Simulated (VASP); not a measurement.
# CaH4 (Pm-3m) in VASP: notebook

The runs below take CaH4 through relaxation of cell and atoms, with PBE.

Program: VASP 6.6.1. These are calculated values, not measurements. Logs are shortened: lines on timing, memory, paths and dates and some standing lists are left out, and cuts for length are marked.

## (1) The structure

The structure is cubic, space group Pm-3m (No. 221). Conventional cell: a = 4.168 Å, b = 4.168 Å, c = 4.168 Å, α = 90.00°, β = 90.00°, γ = 90.00°. Ca (site symmetry m-3m) has 6 H at 2.08 Å as nearest neighbours. H (site symmetry 4/mmm) has 2 Ca at 2.08 Å as nearest neighbours. H (site symmetry m-3m) has 12 H at 2.95 Å as nearest neighbours.

The cell was built by a generator and needn't be a form met in nature.

## (2) Relaxation of cell and atoms, PBE

Contents of INCAR:

```
SYSTEM = CaH4
PREC     = Accurate       ! precision mode
ENCUT    = 600            ! plane-wave cutoff, eV
EDIFF    = 1E-7           ! SCF threshold, eV
ISMEAR   = -1             ! smearing method
SIGMA    = 0.05           ! smearing width, eV
LREAL    = .FALSE.        ! projectors in reciprocal space
LASPH    = .TRUE.         ! aspherical terms in the spheres
NELM     = 60             ! most SCF steps
ALGO     = Fast           ! electronic algorithm
ISIF     = 3              ! what is computed and relaxed
LWAVE    = .FALSE.        ! write WAVECAR
LCHARG   = .FALSE.        ! write CHGCAR
GGA      = PE             ! functional
IBRION   = 2              ! ionic algorithm
NSW      = 60             ! ionic steps
EDIFFG   = -0.005         ! ionic threshold
PSTRESS  = 0
```

Contents of KPOINTS:

```
Automatic mesh
0
G
  5 5 5
  0 0 0
```

Contents of POSCAR:

```
CaH4
1.0
    4.1679800000      0.0000000000      0.0000000000
    0.0000000000      4.1679800000      0.0000000000
    0.0000000000      0.0000000000      4.1679800000
Ca H
1 4
Direct
    0.0000000000      0.0000000000      0.0000000000
    0.5000000000      0.0000000000      0.0000000000
    0.0000000000      0.5000000000      0.0000000000
    0.0000000000      0.0000000000      0.5000000000
    0.5000000000      0.5000000000      0.5000000000
```

Potentials or basis: VASP PAW PBE potentials, release 64 (Ca_sv, H).

Run with:

```sh
cat potpaw_PBE.64/Ca_sv/POTCAR potpaw_PBE.64/H/POTCAR > POTCAR
mpirun -np 1 vasp_std > vasp.out
```

OUTCAR:

```text
SYSTEM = CaH4
   PREC = Accurate
   ENCUT = 600
   EDIFF = 1E-7
   ISMEAR = -1
   LREAL = .FALSE.
   LASPH = .TRUE.
   NELM = 60
   ISIF = 3
   GGA = PE
   IBRION = 2
   NSW = 60
   EDIFFG = -0.005
   PSTRESS = 0

 ion  position               nearest neighbor table
   1  0.000  0.000  0.000-
   2  0.500  0.000  0.000-
   3  0.000  0.500  0.000-
   4  0.000  0.000  0.500-
   5  0.500  0.500  0.500-

  LATTYP: Found a simple cubic cell.
 ALAT       =     4.1679800000

  Lattice vectors:

 A1 = (   4.1679800000,   0.0000000000,   0.0000000000)
 A2 = (   0.0000000000,   4.1679800000,   0.0000000000)
 A3 = (   0.0000000000,   0.0000000000,   4.1679800000)

Analysis of symmetry for initial positions (statically):
=====================================================================
 Subroutine PRICEL returns:
 Original cell was already a primitive cell.

 Routine SETGRP: Setting up the symmetry group for a
 simple cubic supercell.

 Subroutine GETGRP returns: Found 48 space group operations
 (whereof 48 operations were pure point group operations)
 out of a pool of 48 trial point group operations.

The static configuration has the point symmetry O_h .

Analysis of symmetry for dynamics (positions and initial velocities):
=====================================================================
 Subroutine PRICEL returns:
 Original cell was already a primitive cell.

 Routine SETGRP: Setting up the symmetry group for a
 simple cubic supercell.

 Subroutine GETGRP returns: Found 48 space group operations
 (whereof 48 operations were pure point group operations)
 out of a pool of 48 trial point group operations.

The dynamic configuration has the point symmetry O_h .

 Subroutine INISYM returns: Found 48 space group operations
 (whereof 48 operations are pure point group operations),
 and found     1 'primitive' translations

----------------------------------------------------------------------------------------

                                     Primitive cell

  volume of cell :      72.4064

  direct lattice vectors                    reciprocal lattice vectors
     4.167980000  0.000000000  0.000000000     0.239924376  0.000000000  0.000000000
     0.000000000  4.167980000  0.000000000     0.000000000  0.239924376  0.000000000
     0.000000000  0.000000000  4.167980000     0.000000000  0.000000000  0.239924376

  length of vectors
     4.167980000  4.167980000  4.167980000     0.239924376  0.239924376  0.239924376

  position of ions in fractional coordinates (direct lattice)
     0.000000000  0.000000000  0.000000000
     0.500000000  0.000000000  0.000000000
     0.000000000  0.500000000  0.000000000
     0.000000000  0.000000000  0.500000000
     0.500000000  0.500000000  0.500000000

  ion indices of the primitive-cell ions
   primitive index   ion index
                 1           1
                 2           2
                 3           3
                 4           4
                 5           5

----------------------------------------------------------------------------------------

 KPOINTS: Automatic mesh

Automatic generation of k-mesh.
 Grid dimensions read from file:
 generate k-points for:    5    5    5

 Generating k-lattice:

  Cartesian coordinates                     Fractional coordinates (reciprocal lattice)
     0.047984875  0.000000000  0.000000000     0.200000000  0.000000000  0.000000000
     0.000000000  0.047984875  0.000000000     0.000000000  0.200000000  0.000000000
     0.000000000  0.000000000  0.047984875     0.000000000  0.000000000  0.200000000

  Length of vectors
     0.047984875  0.047984875  0.047984875

  Shift w.r.t. Gamma in fractional coordinates (k-lattice)
     0.000000000  0.000000000  0.000000000

 Subroutine IBZKPT returns following result:
 ===========================================

 Found     10 irreducible k-points:

 Following reciprocal coordinates:
            Coordinates               Weight
  0.000000  0.000000  0.000000      1.000000
  0.200000  0.000000  0.000000      6.000000
  0.400000  0.000000  0.000000      6.000000
  0.200000  0.200000  0.000000     12.000000
  0.400000  0.200000  0.000000     24.000000
  0.400000  0.400000  0.000000     12.000000
  0.200000  0.200000  0.200000      8.000000
  0.400000  0.200000  0.200000     24.000000
  0.400000  0.400000  0.200000     24.000000
  0.400000  0.400000  0.400000      8.000000
   k-points           NKPTS =     10   k-points in BZ     NKDIM =     10   number of bands    NBANDS=     11
   number of dos      NEDOS =    301   number of ions     NIONS =      5
   total plane-waves  NPLWV =  46656
   dimension x,y,z NGX =    36 NGY =   36 NGZ =   36
   dimension x,y,z NGXF=    72 NGYF=   72 NGZF=   72
   ions per type =               1   4
   NGX,Y,Z   is equivalent  to a cutoff of  14.36, 14.36, 14.36 a.u.
   NGXF,Y,Z  is equivalent  to a cutoff of  28.72, 28.72, 28.72 a.u.
 SYSTEM =  CaH4
   PREC   = accura    normal or accurate (medium, high low for compatibility)
   ISTART =      0    job   : 0-new  1-cont  2-samecut
   ICHARG =      2    charge: 1-file 2-atom 10-const
   ISPIN  =      1    spin polarized calculation?
   LNONCOLLINEAR =      F non collinear calculations
   LSORBIT =      F    spin-orbit coupling
   LASPH  =      T    aspherical Exc in radial PAW
   ENCUT  =  600.0 eV  44.10 Ry    6.64 a.u.   8.32  8.32  8.32*2*pi/ulx,y,z
   NELM   =     60;   NELMIN=  2; NELMDL= -5     # of ELM steps
   EDIFF  = 0.1E-06   stopping-criterion for ELM
   LREAL  =      F    real-space projection
   EDIFFG = -.5E-02   stopping-criterion for IOM
   NSW    =     60    number of steps for IOM
   IBRION =      2    ionic relax: 0-MD 1-quasi-New 2-CG
   NFREE  =      1    steps in history (QN), initial steepest desc. (CG)
   ISIF   =      3    stress and relaxation
   ISYM   =      2    0-nonsym 1-usesym 2-fastsym
   POTIM  = 0.5000    time-step for ionic-motion
   TEBEG  =    0.0;   TEEND  =   0.0 temperature during run
   PSTRESS=    0.0 pullay stress
   NELECT =      14.0000    total number of electrons
   NUPDOWN=      -1.0000    fix difference up-down
   EMIN   =  10.00;   EMAX   =-10.00  energy-range for DOS
   EFERMI =   0.00;   METHOD = LEGACY
   ISMEAR =    -1;   SIGMA  =   0.05  broadening in eV -4-tet -1-fermi 0-gaus
   EFERMI_NEDOS =   21; number of points for ismear=-14 and -15
   IALGO  =     68    algorithm
   IMIX   =      4    mixing-type and parameters
     AMIX     =   0.40;   BMIX     =  1.00
     AMIX_MAG =   1.60;   BMIX_MAG =  1.00
  volume/ion in A,a.u.               =      14.48        97.72
  Fermi-wavevector in a.u.,A,eV,Ry     =   0.946655  1.788919 12.192947  0.896156
  Thomas-Fermi vector in A             =   2.074674
   LORBIT       =      0    0 simple, 1 ext, 2 COOP (PROOUT), +10 PAW based schemes
   GGA     = PE    functional components
   LHFCALC =     F    Hartree Fock is set to
   AEXX    =    0.0000 exact exchange contribution
   IVDW    =     0    specifies the selected vdW correction
   LEPSILON=     F    determine dielectric tensor
   LRPA    =     F    only Hartree local field effects (RPA)
 conjugate gradient relaxation of ions
 non-spin polarized calculation
 RMM-DIIS sequential band-by-band and
  energy-cutoff  :      600.00
  volume of cell :       72.41
 maximum number of plane-waves:      2469
 NGX is ok and might be reduce to    36
   NGX = 17   NGY = 17   NGZ = 17

--------------------------------------- Ionic step        1  -------------------------------------------

 number of electron      14.0000002 magnetization

 Free energy of the ion-electron system (eV)
  ---------------------------------------------------
  ext. energy  EPLUGINS =         0.00000000
  ---------------------------------------------------
  free energy    TOTEN  =       -11.31912588 eV

  energy without entropy =      -11.29862373  energy(sigma->0) =      -11.30887481

------------------------ aborting loop because EDIFF is reached ----------------------------------------

  FORCE on cell =-STRESS in cart. coord.  units (eV):
  Direction    XX          YY          ZZ          XY          YZ          ZX
  --------------------------------------------------------------------------------------
  -------------------------------------------------------------------------------------
  Total        0.0902050      0.0902050      0.0902050     -0.0000000     -0.0000000     -0.0000000
  in kB        1.9960165      1.9960165      1.9960165     -0.0000000     -0.0000000     -0.0000000
  external PRESSURE =       1.9960165 kB  Pullay stress =       0.0000000 kB
[... 63 lines left out ...]
  energy  without entropy=      -11.2987968027  energy(sigma->0) =      -11.30906251

--------------------------------------- Ionic step        3  -------------------------------------------

 number of electron      14.0000001 magnetization

 Free energy of the ion-electron system (eV)
  ---------------------------------------------------
  ext. energy  EPLUGINS =         0.00000000
  ---------------------------------------------------
  free energy    TOTEN  =       -11.31953707 eV

  energy without entropy =      -11.29892898  energy(sigma->0) =      -11.30923302

 E-fermi :  -2.5692     XC(G=0):  -7.2208

 val. band max:       -2.5737804638   @ k =   0.4000   0.4000   0.4000
 cond. band min:      -2.4267379296   @ k =   0.4000   0.4000   0.2000
 fundamental gap:      0.1470425342
 Fermi energy:        -2.5692115747

 k-point     1 :       0.0000    0.0000    0.0000
  band No.  band energies     occupation
      1     -40.7128      2.00000
      2     -21.7464      2.00000
      3     -21.7464      2.00000
      4     -21.7464      2.00000
      5      -6.2313      2.00000
      6      -3.2874      2.00000
      7      -3.2874      2.00000
      8      -1.6164      0.00000
      9       4.5687      0.00000
     10       4.5687      0.00000
     11       4.5687      0.00000
[... 156 lines left out ...]
  FREE ENERGIE OF THE ION-ELECTRON SYSTEM (eV)
  ---------------------------------------------------
  free  energy   TOTEN  =       -11.3195370680 eV

  energy  without entropy=      -11.2989289788  energy(sigma->0) =      -11.30923302

 reached required accuracy - stopping structural energy minimisation
```

It took 21 s on 1 thread of Intel Xeon 6975P-C (Granite Rapids), shared host; peak memory 0.21 GiB.

Results:

```yaml
Free_energy: -11.3195 eV
Relaxed_volume: 14.61 Å³/atom
Relaxed_cell: a = 4.181 Å, b = 4.181 Å, c = 4.181 Å, α = 90.00°, β = 90.00°, γ = 90.00°
Space_group_after_relaxing_to_0.05_Å: Pm-3m (No. 221)
Energy_gained_by_relaxing: 0.1 meV/atom
Ionic_steps: 3
Pressure_after_relaxing: 0.0 GPa
Band_gap_on_the_k_mesh: none (metal or under the smearing width)
```

Step by step:
| step | energy change (eV) | largest force (eV/Å) | pressure (GPa) | volume (Å³) |
| --- | --- | --- | --- | --- |
| 1 | 0.0000 | 0.0000 | 0.20 | 72.41 |
| 2 | -0.0002 | 0.0000 | 0.14 | 72.60 |
| 3 | -0.0004 | 0.0000 | 0.00 | 73.07 |

Final structure:
```xyz
5
Lattice="4.1807 0.0000 0.0000 0.0000 4.1807 0.0000 0.0000 0.0000 4.1807" Properties=species:S:1:pos:R:3 pbc="T T T"
Ca    0.0000    0.0000    0.0000
H     2.0904    0.0000    0.0000
H     0.0000    2.0904    0.0000
H     0.0000    0.0000    2.0904
H     2.0904    2.0904    2.0904
```

## (3) Relaxation of cell and atoms, PBE

Contents of INCAR:

```
SYSTEM = CaH4
ALGO     = Conjugate      ! electronic algorithm
EDIFF    = 1E-7           ! SCF threshold, eV
EDIFFG   = -0.005         ! ionic threshold
ENCUT    = 600            ! plane-wave cutoff, eV
GGA      = PE             ! functional
IBRION   = 2              ! ionic algorithm
ISIF     = 3              ! what is computed and relaxed
ISMEAR   = -1             ! smearing method
LASPH    = .TRUE.         ! aspherical terms in the spheres
LCHARG   = .FALSE.        ! write CHGCAR
LREAL    = .FALSE.        ! projectors in reciprocal space
LWAVE    = .FALSE.        ! write WAVECAR
NELM     = 60             ! most SCF steps
NSW      = 60             ! ionic steps
PREC     = Single         ! precision mode
PSTRESS  = 0            
SIGMA    = 0.05           ! smearing width, eV
```

Contents of KPOINTS:

```
k-points
0
G
  5 5 5
  0 0 0
```

POSCAR is that of step 2.

Potentials or basis: VASP PAW PBE potentials, release 64 (Ca_sv, H).

Run with:

```sh
cat potpaw_PBE.64/Ca_sv/POTCAR potpaw_PBE.64/H/POTCAR > POTCAR
mpirun -np 1 vasp_std > vasp.out
```

OUTCAR:

```text
SYSTEM = CaH4
   EDIFF = 1E-7
   EDIFFG = -0.005
   ENCUT = 600
   GGA = PE
   IBRION = 2
   ISIF = 3
   ISMEAR = -1
   LASPH = .TRUE.
   LREAL = .FALSE.
   NELM = 60
   NSW = 60
   PREC = Single
   PSTRESS = 0

 ion  position               nearest neighbor table
   1  0.000  0.000  0.000-
   2  0.500  0.000  0.000-
   3  0.000  0.500  0.000-
   4  0.000  0.000  0.500-
   5  0.500  0.500  0.500-

  LATTYP: Found a simple cubic cell.
 ALAT       =     4.1679800000

  Lattice vectors:

 A1 = (   4.1679800000,   0.0000000000,   0.0000000000)
 A2 = (   0.0000000000,   4.1679800000,   0.0000000000)
 A3 = (   0.0000000000,   0.0000000000,   4.1679800000)

Analysis of symmetry for initial positions (statically):
[... 174 lines left out ...]
  Total        0.0948426      0.0948426      0.0948426     -0.0000000      0.0000000     -0.0000000
  in kB        2.0986354      2.0986354      2.0986354     -0.0000000      0.0000000     -0.0000000
  external PRESSURE =       2.0986354 kB  Pullay stress =       0.0000000 kB
[... 65 lines left out ...]
--------------------------------------- Ionic step        3  -------------------------------------------

 number of electron      13.9999972 magnetization

 Free energy of the ion-electron system (eV)
  ---------------------------------------------------
  ext. energy  EPLUGINS =         0.00000000
  ---------------------------------------------------
  free energy    TOTEN  =       -11.31951987 eV

  energy without entropy =      -11.29892261  energy(sigma->0) =      -11.30922124

 E-fermi :  -2.5661     XC(G=0):  -7.2234

 val. band max:       -2.5708991092   @ k =   0.4000   0.4000   0.4000
 cond. band min:      -2.4236865810   @ k =   0.4000   0.4000   0.2000
 fundamental gap:      0.1472125282
 Fermi energy:        -2.5661327257

 k-point     1 :       0.0000    0.0000    0.0000
  band No.  band energies     occupation
      1     -40.7093      2.00000
      2     -21.7429      2.00000
      3     -21.7429      2.00000
      4     -21.7429      2.00000
      5      -6.2314      2.00000
      6      -3.2863      2.00000
      7      -3.2863      2.00000
      8      -1.6121      0.00000
      9       4.5729      0.00000
     10       4.5729      0.00000
     11       4.5729      0.00000
[... 156 lines left out ...]
  FREE ENERGIE OF THE ION-ELECTRON SYSTEM (eV)
  ---------------------------------------------------
  free  energy   TOTEN  =       -11.3195198749 eV

  energy  without entropy=      -11.2989218011  energy(sigma->0) =      -11.30922084

 reached required accuracy - stopping structural energy minimisation
```

CONTCAR:

```text
CaH4
   1.00000000000000
     4.1795963858714247    0.0000000000000000   -0.0000000000000000
    -0.0000000000000000    4.1795963858714247    0.0000000000000000
    -0.0000000000000000    0.0000000000000000    4.1795963858714247
  Ca              H
     1     4
Direct
     0.0000000000000000    0.0000000000000000    0.0000000000000000
     0.5000000000000000    0.0000000000000000    0.0000000000000000
     0.0000000000000000    0.5000000000000000    0.0000000000000000
     0.0000000000000000    0.0000000000000000    0.5000000000000000
     0.5000000000000000    0.5000000000000000    0.5000000000000000

  0.00000000E+00  0.00000000E+00  0.00000000E+00
  0.00000000E+00  0.00000000E+00  0.00000000E+00
  0.00000000E+00  0.00000000E+00  0.00000000E+00
  0.00000000E+00  0.00000000E+00  0.00000000E+00
  0.00000000E+00  0.00000000E+00  0.00000000E+00
```

Run time: 22 s. Hardware: 1 thread of Intel Xeon 6975P-C (Granite Rapids), shared host; peak memory 0.14 GiB.

The run converged, but some of its settings lie outside the range that counts as converged (typed here: ALGO = Conjugate; PREC = Single), so its numbers aren't taken as properties of the crystal.

Results:

| Item | Value |
| --- | --- |
| Free energy | -11.3195 eV |
| Relaxed volume | 14.60 Å³/atom |
| Relaxed cell | a = 4.180 Å, b = 4.180 Å, c = 4.180 Å, α = 90.00°, β = 90.00°, γ = 90.00° |
| Space group after relaxing (to 0.05 Å) | Pm-3m (No. 221) |
| Energy gained by relaxing | 0.1 meV/atom |
| Ionic steps | 3 |
| Pressure after relaxing | 0.0 GPa |
| Band gap on the k mesh | none (metal or under the smearing width) |

## (4) The reference run

An earlier run on the cell as given: functional PBE; potentials or basis VASP PAW PBE potentials, release 64 (Ca_sv, H); cutoff 520 eV; k mesh 7 × 7 × 7; occupations fermi-dirac, width 0.05 eV; no spin polarisation.

- Pressure: 0.0 GPa
- Band gap on the k mesh: none (metal or under the smearing width)
